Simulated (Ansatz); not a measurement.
Runs of Ansatz 0.2.0 on Bi2Te3 (Tellurobismuthite). The structure is trigonal, space group R-3m (No. 166). The conventional cell has a = 4.386 Å, b = 4.386 Å, c = 30.497 Å, α = 90.00°, β = 90.00°, γ = 120.00°. Bi (site symmetry 3m) is surrounded by 6 Te at 3.07 to 3.25 Å. Te (site symmetry 3m) has 3 Bi at 3.07 Å as nearest neighbours. Around Te (site symmetry -3m) lie 6 Bi at 3.25 Å. 

```tsv
level	cutoff (eV)	gap on the mesh (eV)	pressure (GPa)	largest force (eV/Å)
PBEsol	420	0.24	(b)	(c)
BLYP	420	0.33	5.4	0.06
LDA	420	0.21	-1.8	0.19
r2SCAN	500	0.52	1.3	(a)
revPBE	420	0.33	2.9	0.04
```

Alike in all rows: task band structure; potentials or basis Ansatz PAW; no spin polarisation; cell as given; k mesh 7 × 7 × 7; smearing fermi-dirac 0.05 eV.

Task: Fill in the values left out.

Result: (a) 0.29; (b) -0.6; (c) 0.11.

Caveats: spin-orbit coupling is left out, which as a rule narrows the gap of such compounds by several tenths of an eV; the PAW data sets come from PBE, with cores solved anew for the run's functional, which leaves a small shift of forces and pressure.

A k mesh can miss the band edges, and the runs leave out spin-orbit coupling on Bi, Te.
